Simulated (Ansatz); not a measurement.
Input and command of a plane-wave DFT calculation in Ansatz:

```yaml
crystal:
  lattice:
    - [2.7290671263, 0.0, 0.0]
    - [-1.3645335631, 2.36344146, 0.0]
    - [0.0, 0.0, 4.0692790291]
  atoms:
    - { symbol: Rh, position: [0.6666666488, 0.3333333512, 0.75] }
    - { symbol: Rh, position: [0.3333333512, 0.6666666488, 0.25] }
basis:
  ecutwfc: 420
kpoints:
  mp_grid: { grid: [24, 24, 12] }
hamiltonian:
  xc: pbesol
scf:
  occupations: { method: gaussian, width: 0.1 }
output:
  forces: true
  stress: true
  eigenvalues: true
relax:
  adjacent_minimum: "off"
  f_tol: 0.008
  max_steps: 40
  cell: { stress_tol: 0.015, fix: [c, angles] }
```

```bash
ansatz run input.yaml --threads 1 --pin off --max-ram 2560MiB --backend cpu --events-out ev --progress --plain --runs-dir out
```

Processor: AMD EPYC 9B45 (Zen 5), 1 thread, on a host shared with other jobs.

Estimate time, memory and problem size.

About 48 s on 1 thread of AMD EPYC 9B45 (Zen 5), on a shared host, peak memory 0.83 GiB. It solves 21 bands at 1099 k points (the mesh reduced by the symmetry that the task leaves, which can be less than the crystal's) with about 523 plane waves (on the last cell), in 33 SCF iterations over 5 ionic steps.
